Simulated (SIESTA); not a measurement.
**MgO under changes of volume**

One of the cells (9.221 Å³/atom); the others are scaled copies at fixed shape and fractional positions:

```
CELL_PARAMETERS angstrom
0.00000 2.09700 2.09700
2.09700 0.00000 2.09700
2.09700 2.09700 0.00000
ATOMIC_POSITIONS crystal
Mg 0.00000 0.00000 0.00000
O 0.50000 0.50000 0.50000
```

The cell is a database's computed one.

- Program: SIESTA 5.4.2
- Functional: PBE
- Potentials or basis: PseudoDojo 0.4 standard (PBE files)
- Basis: TZP (energy shift 0.003 Ry; two zetas on semicore shells)
- Grid cutoff: 800 Ry
- Energy shift: 0.003 Ry
- k mesh: 11 × 11 × 11
- Occupations: fermi-dirac, width 0.05 eV
- Spin: no spin polarisation

| volume (Å³/atom) | energy over the lowest point (meV/atom) | pressure (GPa) | gap on the mesh (eV) |
| --- | --- | --- | --- |
| 8.668 | 77.45 | 23.5 | 5.41 |
| 8.853 | ? | ? | ? |
| 9.037 | 34.09 | 14.5 | 4.97 |
| 9.221 | 19.50 | 10.9 | 4.77 |
| 9.406 | 9.20 | 7.1 | 4.58 |
| 9.590 | 2.82 | 4.0 | 4.39 |
| 9.775 | 0.00 | 1.1 | 4.21 |

What does the run at 8.853 Å³/atom give?

Energy over the lowest point 53.28 meV/atom; pressure 18.8 GPa; gap on the mesh 5.19 eV.

Worked out: A Birch-Murnaghan fit of order 3 (a polynomial in V^(-2/3)) to the other rows has its minimum at 9.84 Å³/atom, just outside them, with B0 = V·E''(V) = 150 GPa and B' = 3.3. It gives 53.19 meV/atom at 8.853 Å³/atom, against the run's 53.28, and -dE/dV = 18.8 GPa, against 18.8. A straight line through the other rows of the gap, of slope -9.96 eV per unit of ln V (its deformation potential), gives 5.19 eV, against the run's 5.19.

Energies are extrapolated to zero smearing.

Caveats: an odd mesh through Γ misses points on the zone boundary, where band edges often lie; the basis of atomic orbitals isn't converged, which shifts pressures, moduli and gaps.
